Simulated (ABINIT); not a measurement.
# Fe (Im-3m) in ABINIT: a series of runs

Aim: see how the results for Fe move with the level of theory and the settings. Levels: SOGGA, revPBE. Tasks: band structure.

Program: ABINIT 10.8.3 (patched build). These are calculated values, not measurements. Logs are shortened: lines on timing, memory, paths and dates and some standing lists are left out, and cuts for length are marked. The log counts tension as positive stress, the text compression.

### 1 The structure

The structure is cubic, space group Im-3m (No. 229). The conventional cell has a = 2.886 Å, b = 2.886 Å, c = 2.886 Å, α = 90.00°, β = 90.00°, γ = 90.00°. Fe (site symmetry m-3m) is surrounded by 8 Fe at 2.50 Å.

### 2 Band structure, SOGGA, collinear spin, ferromagnetic start

run.abi reads:

```
ndtset 2

pp_dirpath "./"
pseudos "Fe.GGA_PBE-JTH.xml"

acell 3*1.0 Angstrom
rprim
    -1.4430000000     1.4430000000     1.4430000000
     1.4430000000    -1.4430000000     1.4430000000
     1.4430000000     1.4430000000    -1.4430000000
ntypat 1
znucl 26
natom 1
typat 1
xred
     0.0000000000     0.0000000000     0.0000000000

ecut 26.0
pawecutdg 48.0

ixc -150130

occopt 3
tsmear 0.00183747

nsppol 2
spinat
     0.0000000000     0.0000000000     3.0000000000

nstep 100

iomode 3
prtwf 0
prteig 0
prtebands 0
enunit 1
prtden1 1

kptopt1 1
ngkpt1 13 13 13
nshiftk1 1
shiftk1 0.0 0.0 0.0
nband1 13
tolvrs1 1.0e-9

iscf2 -2
getden2 1
nband2 19
nbdbuf2 4
tolwfr2 1.0e-11
kptopt2 -5
ndivsm2 6
prteig2 1
kptbounds2
     0.0000000000     0.0000000000     0.0000000000
     0.5000000000    -0.5000000000     0.5000000000
     0.0000000000     0.0000000000     0.5000000000
     0.0000000000     0.0000000000     0.0000000000
     0.2500000000     0.2500000000     0.2500000000
     0.5000000000    -0.5000000000     0.5000000000
```

Potentials or basis: JTH PAW PBE v2.0.

Started as:

```
$ abinit run.abi > log 2>&1
```

run.abo:

```text
.Version 10.8.3 of ABINIT
 DATASET    1 : space group Im -3 m (#229); Bravais cI (body-center cubic)
================================================================================
 Values of the parameters that define the memory need for DATASET  1.
     intxc =       0    ionmov =       0      iscf =      17    lmnmax =      18
     lnmax =       6     mgfft =      24  mpssoang =       3    mqgrid =    3001
     natom =       1  nloc_mem =       2    nspden =       2   nspinor =       1
    nsppol =       2      nsym =      48    n1xccc =       1    ntypat =       1
    occopt =       3   xclevel =       2
       mpw =         533          nfft =       13824          nkpt =          84
 PAW method is used; the additional fine FFT grid is defined by:
   mgfftf=        30    nfftf =     27000
================================================================================
================================================================================

 DATASET    2 : space group Im -3 m (#229); Bravais cI (body-center cubic)
================================================================================
 Values of the parameters that define the memory need for DATASET  2.
     intxc =       0    ionmov =       0      iscf =      -2    lmnmax =      18
     lnmax =       6     mgfft =      24  mpssoang =       3    mqgrid =    3001
     natom =       1  nloc_mem =       2    nspden =       2   nspinor =       1
    nsppol =       2      nsym =      48    n1xccc =       1    ntypat =       1
    occopt =       3   xclevel =       2
       mpw =         532          nfft =       13824          nkpt =          35
 PAW method is used; the additional fine FFT grid is defined by:
   mgfftf=        30    nfftf =     27000
================================================================================
================================================================================

--------------------------------------------------------------------------------
------------- Echo of variables that govern the present computation ------------
--------------------------------------------------------------------------------
 -outvars: echo values of preprocessed input variables --------
            acell      1.8897261259E+00  1.8897261259E+00  1.8897261259E+00 Bohr
              amu      5.58470000E+01
             ecut      2.60000000E+01 Hartree
           enunit           1
           getden1          0
           getden2          1
             iscf1         17
             iscf2         -2
                       outvar_i_n : Printing only first  50 k-points.
              ixc     -150130
           jdtset        1    2
[... 1060 lines left out ...]
 -79.51533  -45.53699  -45.50869  -45.50869    1.18272    6.09271    6.09271    6.38703
   6.71781    7.43059   28.26574   29.99163   29.99163   31.75390   36.67597   36.67597
  39.43031   43.37271   43.99039
 kpt#   4, nband= 19, wtk=  1.00000, kpt=  0.1875 -0.1875  0.1875 (reduced coord)
 -79.49619  -45.59579  -45.54767  -45.54767    2.46437    6.14322    6.20616    6.20616
   6.74239    7.70058   26.39429   27.24254   27.24254   29.09911   38.28529   38.28529
  39.94327   44.79360   49.54205
 kpt#   5, nband= 19, wtk=  1.00000, kpt=  0.2500 -0.2500  0.2500 (reduced coord)
[... 108 lines left out ...]
 -79.44774  -45.72640  -45.72640  -45.57062    4.67044    4.67044    5.80763    7.80600
   7.80600   15.17976   15.17976   17.17264   29.32037   29.32037   32.68408   37.63874
  48.42387   49.72999   49.72999
 kpt#  33, nband= 19, wtk=  1.00000, kpt=  0.4286 -0.2857  0.4286 (reduced coord)
 -79.43630  -45.72620  -45.72620  -45.63953    4.20236    4.20236    6.87972    8.05227
   8.05227   16.05772   16.05772   17.33461   26.35275   26.35275   30.91640   40.87711
  48.82954   50.93311   50.93311
 kpt#  34, nband= 19, wtk=  1.00000, kpt=  0.4643 -0.3929  0.4643 (reduced coord)
 -79.42726  -45.72363  -45.72363  -45.69902    3.85955    3.85955    7.88599    8.24288
   8.24288   17.04468   17.04468   17.49240   24.12736   24.12736   28.56292   44.63047
  50.54622   52.60459   52.60481
 kpt#  35, nband= 19, wtk=  1.00000, kpt=  0.5000 -0.5000  0.5000 (reduced coord)
 -79.42384  -45.72230  -45.72230  -45.72230    3.73521    3.73521    8.31455    8.31455
   8.31455   17.56353   17.56353   17.56353   23.19689   23.19689   27.63323   45.75671
  54.55733   54.59062   54.78122
 Eigenvalues (   eV  ) for nkpt=  35  k points, SPIN DOWN:
 kpt#   1, nband= 19, wtk=  1.00000, kpt=  0.0000  0.0000  0.0000 (reduced coord)
 -76.77206  -42.76280  -42.76280  -42.76280    0.23431    8.14419    8.14419    8.14419
   9.99792    9.99792   32.12224   32.12224   32.12224   37.46441   37.46441   39.87499
  39.87499   39.87499   40.55254
 kpt#   2, nband= 19, wtk=  1.00000, kpt=  0.0625 -0.0625  0.0625 (reduced coord)
 -76.76688  -42.78224  -42.77260  -42.77260    0.54309    8.13081    8.13081    8.23563
   9.82239   10.06395   30.65477   31.90573   31.90573   35.31803   37.61504   37.61504
  39.69507   39.94978   42.19981
 kpt#   3, nband= 19, wtk=  1.00000, kpt=  0.1250 -0.1250  0.1250 (reduced coord)
 -76.75243  -42.83354  -42.80076  -42.80076    1.43439    8.12630    8.12630    8.49826
   9.32197   10.23330   28.55126   30.48394   30.48394   32.21213   37.12780   37.12780
  40.19007   44.05508   44.10307
 kpt#   4, nband= 19, wtk=  1.00000, kpt=  0.1875 -0.1875  0.1875 (reduced coord)
 -76.73158  -42.89935  -42.84366  -42.84366    2.78692    8.21468    8.21468    8.57722
   8.89757   10.45556   26.90603   27.94136   27.94136   29.54027   38.62538   38.62538
  40.64020   45.45080   49.42137
 kpt#   5, nband= 19, wtk=  1.00000, kpt=  0.2500 -0.2500  0.2500 (reduced coord)
[... 109 lines left out ...]
  10.10253   16.29024   16.29024   18.07813   29.82405   29.82405   33.39428   38.40440
  48.83457   50.22036   50.22036
 kpt#  33, nband= 19, wtk=  1.00000, kpt=  0.4286 -0.2857  0.4286 (reduced coord)
 -76.66653  -43.04136  -43.04136  -42.94508    6.04021    6.04021    8.88593   10.34105
  10.34105   16.93792   16.93792   18.07777   27.07284   27.07284   31.87325   41.36854
  49.22804   51.44348   51.44348
 kpt#  34, nband= 19, wtk=  1.00000, kpt=  0.4643 -0.3929  0.4643 (reduced coord)
 -76.65676  -43.03807  -43.03807  -43.01074    5.71337    5.71337   10.12621   10.58296
  10.58296   17.59840   17.59840   17.98917   25.12470   25.12470   29.58928   44.97418
  51.02252   53.13394   53.13396
 kpt#  35, nband= 19, wtk=  1.00000, kpt=  0.5000 -0.5000  0.5000 (reduced coord)
 -76.65306  -43.03644  -43.03644  -43.03644    5.59178    5.59178   10.68316   10.68316
  10.68316   17.91230   17.91230   17.91230   24.37364   24.37364   28.69473   46.02181
  55.14713   55.20465   55.29412

== END DATASET(S) ==============================================================
================================================================================

 -outvars: echo values of variables after computation  --------
            acell      1.8897261259E+00  1.8897261259E+00  1.8897261259E+00 Bohr
           etotal1    -1.2428513376E+02
            fcart1    -0.0000000000E+00 -0.0000000000E+00 -0.0000000000E+00
            rprim     -1.4430000000E+00  1.4430000000E+00  1.4430000000E+00
                       1.4430000000E+00 -1.4430000000E+00  1.4430000000E+00
                       1.4430000000E+00  1.4430000000E+00 -1.4430000000E+00
           strten1     6.6174811911E-04  6.6174811911E-04  6.6174811911E-04
                       0.0000000000E+00  0.0000000000E+00  0.0000000000E+00
 Calculation completed.
```

Wall time 59 s (1 thread of Arm Neoverse V1, shared host); peak memory 0.12 GiB.

What came out:

```
Free energy                                           : -3381.9708 eV
Pressure                                              : -19.5 GPa
Band gap on the k mesh                                : none (metal or under the smearing width)
Net moment                                            : 2.29 μB per cell
Site moments                                          : Fe +2.34 μB
Valence electrons inside the program's atomic spheres : Fe 14.36 (radii [1.1194] Å)
```

Levels at the corners of the path, in eV from the Fermi level:
Spin up:
| point | band 5 | band 6 | band 7 | band 8 | band 9 | band 10 | band 11 | band 12 | band 13 | band 14 |
| --- | --- | --- | --- | --- | --- | --- | --- | --- | --- | --- |
| Γ | -8.27 | -2.20 | -2.20 | -2.20 | -1.04 | -1.04 | 23.99 | 23.99 | 23.99 | 28.89 |
| H | -4.53 | -4.53 | 0.05 | 0.05 | 0.05 | 9.29 | 9.29 | 9.29 | 14.93 | 14.93 |
| N | -4.67 | -3.20 | -0.99 | -0.86 | 0.29 | 0.30 | 6.80 | 17.56 | 19.10 | 22.41 |
| Γ | -8.27 | -2.20 | -2.20 | -2.20 | -1.04 | -1.04 | 23.99 | 23.99 | 23.99 | 28.89 |
| P | -3.10 | -3.10 | -3.10 | -0.83 | -0.83 | 8.10 | 8.10 | 8.10 | 10.03 | 37.42 |
| H | -4.53 | -4.53 | 0.05 | 0.05 | 0.05 | 9.29 | 9.29 | 9.29 | 14.93 | 14.93 |
Spin down:
```
point  band 3  band 4  band 5  band 6  band 7  band 8  band 9  band 10  band 11  band 12
    Γ  -51.03  -51.03   -8.03   -0.12   -0.12   -0.12    1.73     1.73    23.85    23.85
    H  -51.31  -51.31   -2.68   -2.68    2.41    2.41    2.41     9.64     9.64     9.64
    N  -51.16  -51.03   -3.32   -1.34    0.47    1.61    1.97     2.70     8.30    17.67
    Γ  -51.03  -51.03   -8.03   -0.12   -0.12   -0.12    1.73     1.73    23.85    23.85
    P  -51.22  -51.22   -1.58   -1.58   -1.58    2.01    2.01     9.12     9.12     9.12
    H  -51.31  -51.31   -2.68   -2.68    2.41    2.41    2.41     9.64     9.64     9.64
```

Caveat: so large a pressure means that the cell lies far from this level's equilibrium, or that cutoff or potentials fall short; the potentials were made for another functional, which shifts forces and pressure.

### 3 Band structure, revPBE, collinear spin, ferromagnetic start

run.abi: that of step 2 with these lines changed.

```diff
@@ -5,7 +5,7 @@
 
-acell 3*1.0 Angstrom
+acell 2.4993493153 2.4993493153 2.4993493153 Angstrom
 rprim
-    -1.4430000000     1.4430000000     1.4430000000
-     1.4430000000    -1.4430000000     1.4430000000
-     1.4430000000     1.4430000000    -1.4430000000
+    -0.5773502692     0.5773502692     0.5773502692
+     0.5773502692    -0.5773502692     0.5773502692
+     0.5773502692     0.5773502692    -0.5773502692
 ntypat 1
@@ -17,9 +17,9 @@
 
-ecut 26.0
+ecut 707.496042 eV
 pawecutdg 48.0
 
-ixc -150130
+ixc 14
 
 occopt 3
-tsmear 0.00183747
+tsmear 0.05 eV
 
@@ -51,3 +51,3 @@
 kptopt2 -5
-ndivsm2 6
+ndivsm2 8
 prteig2 1
```

Potentials or basis: JTH PAW PBE v2.0.

Started as:

```
$ abinit run.abi > log 2>&1
```

run.abo:

```text
.Version 10.8.3 of ABINIT
 DATASET    1 : space group Im -3 m (#229); Bravais cI (body-center cubic)
================================================================================
 Values of the parameters that define the memory need for DATASET  1.
     intxc =       0    ionmov =       0      iscf =      17    lmnmax =      18
     lnmax =       6     mgfft =      24  mpssoang =       3    mqgrid =    3001
     natom =       1  nloc_mem =       2    nspden =       2   nspinor =       1
    nsppol =       2      nsym =      48    n1xccc =       1    ntypat =       1
    occopt =       3   xclevel =       2
       mpw =         533          nfft =       13824          nkpt =          84
 PAW method is used; the additional fine FFT grid is defined by:
   mgfftf=        30    nfftf =     27000
================================================================================
================================================================================

[... 1674 lines left out ...]
  50.24755   52.67757   52.67757
 kpt#  47, nband= 19, wtk=  1.00000, kpt=  0.4750 -0.4250  0.4750 (reduced coord)
 -76.75911  -42.96815  -42.96815  -42.95462    5.94043    5.94043   10.60027   10.83379
  10.83379   17.98450   17.98450   18.19039   24.97886   24.97886   29.48278   45.75798
  52.37503   54.00255   54.00261
 kpt#  48, nband= 19, wtk=  1.00000, kpt=  0.5000 -0.5000  0.5000 (reduced coord)
 -76.75730  -42.96734  -42.96734  -42.96734    5.88055    5.88055   10.88389   10.88389
  10.88389   18.14568   18.14568   18.14568   24.60284   24.60284   29.03842   46.22583
  55.43922   55.49635   55.55970

== END DATASET(S) ==============================================================
================================================================================

 -outvars: echo values of variables after computation  --------
            acell      4.7230856989E+00  4.7230856989E+00  4.7230856989E+00 Bohr
           etotal1    -1.2436672834E+02
            fcart1    -0.0000000000E+00 -0.0000000000E+00 -0.0000000000E+00
            rprim     -5.7735026920E-01  5.7735026920E-01  5.7735026920E-01
                       5.7735026920E-01 -5.7735026920E-01  5.7735026920E-01
                       5.7735026920E-01  5.7735026920E-01 -5.7735026920E-01
           strten1     2.0425797298E-04  2.0425797298E-04  2.0425797298E-04
                       0.0000000000E+00  0.0000000000E+00  0.0000000000E+00
 Calculation completed.
```

Run time: 61 s. Hardware: 1 thread of Arm Neoverse V1, shared host; peak memory 0.12 GiB.

What came out:

- Free energy: -3384.1911 eV
- Pressure: -6.0 GPa
- Band gap on the k mesh: none (metal or under the smearing width)
- Net moment: 2.29 μB per cell
- Site moments: Fe +2.36 μB
- Valence electrons inside the program's atomic spheres: Fe 14.38 (radii [1.1194] Å)

Levels at the corners of the path, in eV from the Fermi level:
Spin up:
```tsv
point	band 7	band 8	band 9	band 10	band 11	band 12
Γ	-2.19	-2.19	-1.08	-1.08	24.16	24.16
H	0.04	0.04	0.04	9.44	9.44	9.44
N	-1.02	-0.91	0.28	0.45	6.88	17.72
Γ	-2.19	-2.19	-1.08	-1.08	24.16	24.16
P	-3.06	-0.88	-0.88	8.22	8.22	8.22
H	0.04	0.04	0.04	9.44	9.44	9.44
```
Spin down:
```csv
point,band 5,band 6,band 7,band 8,band 9,band 10
Γ,-8.02,-0.13,-0.13,-0.13,1.84,1.84
H,-2.60,-2.60,2.41,2.41,2.41,9.67
N,-3.29,-1.33,0.47,1.69,2.08,2.69
Γ,-8.02,-0.13,-0.13,-0.13,1.84,1.84
P,-1.58,-1.58,-1.58,2.12,2.12,9.12
H,-2.60,-2.60,2.41,2.41,2.41,9.67
```

Caveat: the PAW data sets were made with another functional, which shifts forces and pressure a little.
